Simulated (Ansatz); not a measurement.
**MoSi2: strain energy, fitted**

MoSi2, I4/mmm, a = 3.190 Å, c = 7.821 Å. Ansatz: PBEsol, PAW, 420 eV, Γ-centred 12×12×6 mesh on 6 atoms, Gaussian smearing 0.10 eV; no spin polarisation. Series: uniaxial strain along c, with a, b and atoms relaxed; x is the strain in per cent. y is the free energy over the unstrained cell, V0 = 13.266 Å³/atom.

```tsv
x (%)	y (meV/atom)
-4.5	?
-3.0	19.64
-1.5	4.61
0.0	0.00
1.5	4.47
3.0	16.79
4.5	35.72
```

Fit y = c2 x² + c3 x³ to the other rows, turn c2 into a modulus, and predict the missing energy.

Least squares on the rows shown. y = 2.0171 x² − 0.055653 x³. In eV per unit strain² c2 is 20.17; this is Young's modulus along the axis (E = ½ Y V0 ε²): 2 × 20.17 × 160.2 / (13.266) = 487 GPa. The unstrained cell keeps some stress along the strain, worth a slope of 0.10 meV/atom per %, which the form leaves out. At x = -4.5 the fit asked for gives 45.92 meV/atom. The run gave 46.49 meV/atom, so the fit is 0.57 meV/atom too low, 1.2 % of the span of the series, against an rms of 0.10 meV/atom on the fitted rows. The row lies outside the fitted range. With a term in x⁴ added, a fit to the same known rows predicts 45.31 meV/atom, further off still.